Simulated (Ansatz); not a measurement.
## Al: equation of state with PBE

**Measured values to compare with.**

“The interpretation of polycrystalline coherent inelastic neutron scattering from aluminium”, 2013, pmc:3831299 quotes, for a bulk crystal of Al: bulk modulus 76.9 GPa.

The system is Al.

```xyz
1
Lattice="0.0000 2.0248 2.0248 2.0248 0.0000 2.0248 2.0248 2.0248 0.0000" Properties=species:S:1:pos:R:3 pbc="T T T"
Al    0.0000    0.0000    0.0000
```

```json
{
 "Program": "Ansatz 0.2.0",
 "Task": "equation of state",
 "Functional": "PBE",
 "Potentials or basis": "PseudoDojo standard",
 "Cutoff": "544 eV",
 "Density cutoff": "2177 eV",
 "k mesh": "11 × 11 × 11",
 "Occupations": "fermi-dirac, width 0.05 eV",
 "Spin": "no spin polarisation"
}
```

```yaml
Equilibrium_volume: 16.46 Å³/atom
Bulk_modulus: 80 GPa
Pressure_derivative_of_the_bulk_modulus: 4.5
```

Energy against volume, from the lowest point:
| volume (Å³/atom) | energy (meV/atom) |
| --- | --- |
| 15.607 | 11.94 |
| 15.939 | 4.14 |
| 16.271 | 0.29 |
| 16.603 | 0.00 |
| 16.935 | 2.90 |
| 17.267 | 8.65 |
| 17.599 | 16.94 |

All runs of the series together: 4.8 s on 2 threads of Arm Neoverse N1, on a shared host.

Measured bulk modulus of Al: 76.9 GPa (quoted in “The interpretation of polycrystalline coherent inelastic neutron scattering from aluminium”, 2013, pmc:3831299). This calculation gives 80 GPa (+3.6 %). The fit is for a static lattice scaled at fixed shape and fixed fractional positions. The cell as given is a measured one (16.60 Å³/atom); PBE puts the equilibrium volume -0.8 % from it, thermal expansion not counted.
